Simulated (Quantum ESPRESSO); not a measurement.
A run of Quantum ESPRESSO 7.5 is set up as follows.

Contents of pw.in:

```
&CONTROL
  calculation = 'scf'
  prefix = 'pwscf'
  outdir = './tmp'
  pseudo_dir = './pseudo'
  tprnfor = .true.
  tstress = .true.
  disk_io = 'low'
/
&SYSTEM
  ibrav = 0
  celldm(1) = 8
  nat = 3
  ntyp = 2
  ecutwfc = 45
  ecutrho = 360
  nbnd = 19
  occupations = 'smearing'
  smearing = 'fd'
  degauss = 0.00367493
/
&ELECTRONS
  conv_thr = 6d-10
  electron_maxstep = 120
  mixing_beta = 0.5
/
ATOMIC_SPECIES
Cd   112.4140 cd_pbesol_v1.uspp.F.UPF
O     15.9990 o_pbesol_v1.2.uspp.F.UPF
CELL_PARAMETERS alat
  0.8211402306677   0.0000000000000   0.0000000000000
 -0.4105701153339   0.7111282998097   0.0000000000000
  0.0000000000000   0.0000000000000   0.9798409480166
ATOMIC_POSITIONS crystal
Cd     0.0000000000    0.0000000000    0.0000000000
O      0.3333333333    0.6666666667    0.2442190000
O      0.6666666667    0.3333333333    0.7557810000
K_POINTS automatic
9 9 7 0 0 0
```

The input bands.in:

```
&CONTROL
  calculation = 'bands'
  prefix = 'pwscf'
  outdir = './tmp'
  pseudo_dir = './pseudo'
  disk_io = 'low'
  verbosity = 'high'
/
&SYSTEM
  ibrav = 0
  celldm(1) = 8
  nat = 3
  ntyp = 2
  ecutwfc = 45
  ecutrho = 360
  nbnd = 19
  occupations = 'smearing'
  smearing = 'fd'
  degauss = 0.00367493
/
&ELECTRONS
  conv_thr = 1d-08
  electron_maxstep = 120
  mixing_beta = 0.5
  diago_full_acc = .true.
  startingwfc = 'random'
/
ATOMIC_SPECIES
Cd   112.4140 cd_pbesol_v1.uspp.F.UPF
O     15.9990 o_pbesol_v1.2.uspp.F.UPF
CELL_PARAMETERS alat
  0.8211402306677   0.0000000000000   0.0000000000000
 -0.4105701153339   0.7111282998097   0.0000000000000
  0.0000000000000   0.0000000000000   0.9798409480166
ATOMIC_POSITIONS crystal
Cd     0.0000000000    0.0000000000    0.0000000000
O      0.3333333333    0.6666666667    0.2442190000
O      0.6666666667    0.3333333333    0.7557810000
K_POINTS crystal
60
 0.0000000000  0.0000000000  0.0000000000 1
 0.0714285714  0.0000000000  0.0000000000 1
 0.1428571429  0.0000000000  0.0000000000 1
 0.2142857143  0.0000000000  0.0000000000 1
 0.2857142857  0.0000000000  0.0000000000 1
 0.3571428571  0.0000000000  0.0000000000 1
 0.4285714286  0.0000000000  0.0000000000 1
 0.5000000000  0.0000000000  0.0000000000 1
 0.4583333333  0.0833333333  0.0000000000 1
 0.4166666667  0.1666666667  0.0000000000 1
 0.3750000000  0.2500000000  0.0000000000 1
 0.3333333333  0.3333333333  0.0000000000 1
 0.2916666667  0.2916666667  0.0000000000 1
 0.2500000000  0.2500000000  0.0000000000 1
 0.2083333333  0.2083333333  0.0000000000 1
 0.1666666667  0.1666666667  0.0000000000 1
 0.1250000000  0.1250000000  0.0000000000 1
 0.0833333333  0.0833333333  0.0000000000 1
 0.0416666667  0.0416666667  0.0000000000 1
 0.0000000000  0.0000000000  0.0000000000 1
 0.0000000000  0.0000000000  0.1000000000 1
 0.0000000000  0.0000000000  0.2000000000 1
 0.0000000000  0.0000000000  0.3000000000 1
 0.0000000000  0.0000000000  0.4000000000 1
 0.0000000000  0.0000000000  0.5000000000 1
 0.0625000000  0.0000000000  0.5000000000 1
 0.1250000000  0.0000000000  0.5000000000 1
 0.1875000000  0.0000000000  0.5000000000 1
 0.2500000000  0.0000000000  0.5000000000 1
 0.3125000000  0.0000000000  0.5000000000 1
 0.3750000000  0.0000000000  0.5000000000 1
 0.4375000000  0.0000000000  0.5000000000 1
 0.5000000000  0.0000000000  0.5000000000 1
 0.4583333333  0.0833333333  0.5000000000 1
 0.4166666667  0.1666666667  0.5000000000 1
 0.3750000000  0.2500000000  0.5000000000 1
 0.3333333333  0.3333333333  0.5000000000 1
 0.3000000000  0.3000000000  0.5000000000 1
 0.2666666667  0.2666666667  0.5000000000 1
 0.2333333333  0.2333333333  0.5000000000 1
 0.2000000000  0.2000000000  0.5000000000 1
 0.1666666667  0.1666666667  0.5000000000 1
 0.1333333333  0.1333333333  0.5000000000 1
 0.1000000000  0.1000000000  0.5000000000 1
 0.0666666667  0.0666666667  0.5000000000 1
 0.0333333333  0.0333333333  0.5000000000 1
 0.0000000000  0.0000000000  0.5000000000 1
 0.5000000000  0.0000000000  0.5000000000 1
 0.5000000000  0.0000000000  0.4166666667 1
 0.5000000000  0.0000000000  0.3333333333 1
 0.5000000000  0.0000000000  0.2500000000 1
 0.5000000000  0.0000000000  0.1666666667 1
 0.5000000000  0.0000000000  0.0833333333 1
 0.5000000000  0.0000000000  0.0000000000 1
 0.3333333333  0.3333333333  0.0000000000 1
 0.3333333333  0.3333333333  0.1000000000 1
 0.3333333333  0.3333333333  0.2000000000 1
 0.3333333333  0.3333333333  0.3000000000 1
 0.3333333333  0.3333333333  0.4000000000 1
 0.3333333333  0.3333333333  0.5000000000 1
```

Potentials or basis: GBRV 1.5 PBEsol.

Launch:

```sh
$ OMP_NUM_THREADS=1 mpirun -n 2 pw.x -nk 2 -in pw.in > pw.out
$ OMP_NUM_THREADS=1 mpirun -n 2 pw.x -nk 2 -in bands.in > bands.out
```

Task: What does it give for the band gap on the k mesh?

Result: None (metal or under the smearing width).

Task: What does it give for the largest force?

Result: 0.273 eV/Å.

Forces on the atoms (eV/Å):
```
Cd   0.000  0.000  0.000
O    0.000  0.000 -0.273
O    0.000  0.000  0.273
```
